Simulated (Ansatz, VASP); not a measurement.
**TiPt3: VASP beside Ansatz**

```
Ti Pt
1.0
     3.84433    0.00000    0.00000
     0.00000    3.84433    0.00000
     0.00000    0.00000    3.84433
Ti Pt
1 3
Cartesian
  0.0000 0.0000 0.0000
  0.0000 1.9222 1.9222
  1.9222 0.0000 1.9222
  1.9222 1.9222 0.0000
```

Alike in both runs: task single point; functional r2SCAN; k mesh 6 × 6 × 6; no spin polarisation.

|  | VASP | Ansatz |
| --- | --- | --- |
| version | VASP 6.6.1 | Ansatz 0.2.0 |
| potentials or method | VASP PAW PBE potentials, release 64 (Ti_sv, Pt) | plane waves, PAW |
| plane-wave cutoff (eV) | 520 | 550 |
| occupations | methfessel-paxton of order 1, width 0.1 eV | cold |
| valence electrons in the cell | 42 | 66 |

|  | VASP | Ansatz | Ansatz less VASP |
| --- | --- | --- | --- |
| pressure (GPa) | 18.7 | 17.6 | -1.10 |

The two sets of potentials don't hold the same shells in valence.

Caveats: so large a pressure means that the cell lies far from this level's equilibrium, or that cutoff or potentials fall short (VASP); the potentials were made for another functional, which shifts forces and pressure (VASP). The runs have no spin-orbit coupling, so splittings on Pt are missing.
